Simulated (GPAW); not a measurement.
The system is Al.

```
Al
1.0
     0.00000    2.02481    2.02481
     2.02481    0.00000    2.02481
     2.02481    2.02481    0.00000
Al
1
Direct
  0.00000 0.00000 0.00000
```

```yaml
Program: GPAW 26.7.0
Task: relaxation of cell and atoms
Functional: BLYP
Dispersion: D3(BJ)
Potentials_or_basis: PAW data sets generated in the run's folder for this functional
Cutoff: 600 eV
Basis: pw
k_mesh: 11 × 11 × 11
Occupations: fermi-dirac, width 0.05 eV
Spin: no spin polarisation
```

At the start: pressure -4.7 GPa; volume 16.60 Å³/atom.

Problem. Where does the relaxation end?

Solution. Over 8 steps the energy falls by 17.0 meV/atom and the volume is 15.47 Å³/atom (-6.8 %); space group Fm-3m (No. 225, to 0.05 Å).

Step by step:
| step | energy change (eV) | largest force (eV/Å) | pressure (GPa) | volume (Å³) |
| --- | --- | --- | --- | --- |
| 1 | 0.0000 | 0.0000 | -4.70 | 16.60 |
| 2 | -0.0064 | 0.0000 | -3.83 | 16.36 |
| 3 | -0.0143 | 0.0000 | -2.07 | 15.94 |
| 4 | -0.0169 | 0.0000 | 0.44 | 15.43 |
| 5 | -0.0169 | 0.0000 | 0.42 | 15.43 |
| 6 | -0.0170 | 0.0000 | 0.37 | 15.44 |
| 7 | -0.0170 | 0.0000 | 0.29 | 15.45 |
| 8 | -0.0170 | 0.0000 | 0.20 | 15.47 |

Final structure:
```xyz
1
Lattice="0.0000 1.9777 1.9777 1.9777 0.0000 1.9777 1.9777 1.9777 0.0000" Properties=species:S:1:pos:R:3 pbc="T T T"
Al    0.0000    0.0000    0.0000
```

The cell as given is a measured one (16.60 Å³/atom); BLYP+D3(BJ) puts the equilibrium volume -6.8 % from it, thermal expansion not counted.

Caveat: later steps reuse the first step's grids; pairwise dispersion overbinds metals, which lowers pressure and volume.
